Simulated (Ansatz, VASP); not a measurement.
One calculation of W, two programs

The input INCAR:

```
  PREC = Accurate
  ENCUT = 520
  EDIFF = 1E-6
  ISMEAR = 0
  SIGMA = 0.1
  LREAL = F
  LASPH = T
  NELM = 60
  ALGO = Normal
  ISIF = 2
  LWAVE = F
  LCHARG = T
  GGA = PE
  LELF = T
  LVHAR = T
  NBANDS = 13
```

File KPOINTS:

```
Automatic mesh
0
Gamma
  12 12 15
```

File POSCAR:

```
W
1.0
    2.8503055754     -0.0039524294     -0.1976272661
   -1.4285756920      2.4743656810      0.0000000000
    1.2629673530      0.7291745412      2.2315916899
W
1
Direct
    0.0000000000      0.0000000000      0.0000000000
```

Input for Ansatz:

```yaml
crystal:
  lattice:
    - [2.8503055754, -0.0039524294, -0.1976272661]
    - [-1.428575692, 2.474365681, 0.0]
    - [1.262967353, 0.7291745412, 2.2315916899]
  atoms:
    - { symbol: W, position: [0.0, 0.0, 0.0] }
basis:
  ecutwfc: 420
kpoints:
  mp_grid: { grid: [12, 12, 15] }
hamiltonian:
  xc: pbe
scf:
  occupations: { method: gaussian, width: 0.1 }
output:
  forces: true
  stress: true
  eigenvalues: true
```

Change from the starting cell: band edges of the strained film's bulk.

Alike in both runs: task single point; functional PBE; k mesh 12 × 12 × 15; occupations gaussian, width 0.1 eV; no spin polarisation.

|  | VASP | Ansatz |
| --- | --- | --- |
| version | VASP 6.6.1 | Ansatz 0.2.0 |
| potentials or method | VASP PAW PBE potentials, release 64 (W_sv) | scalar-relativistic, plane waves, PAW |
| plane-wave cutoff (eV) | 520 | 420 |
| valence electrons in the cell | 14 | 14 |

```csv
,VASP,Ansatz,Ansatz less VASP
gap on the k mesh at the Fermi level (eV),none,none,-
pressure (GPa),-0.3,-0.8,-0.43
largest component of the traceless stress (GPa),1.86,1.80,-0.060
```

A gap of «none» marks a metal or a gap that the smearing closes.

The runs have no spin-orbit coupling, so splittings on W are missing.
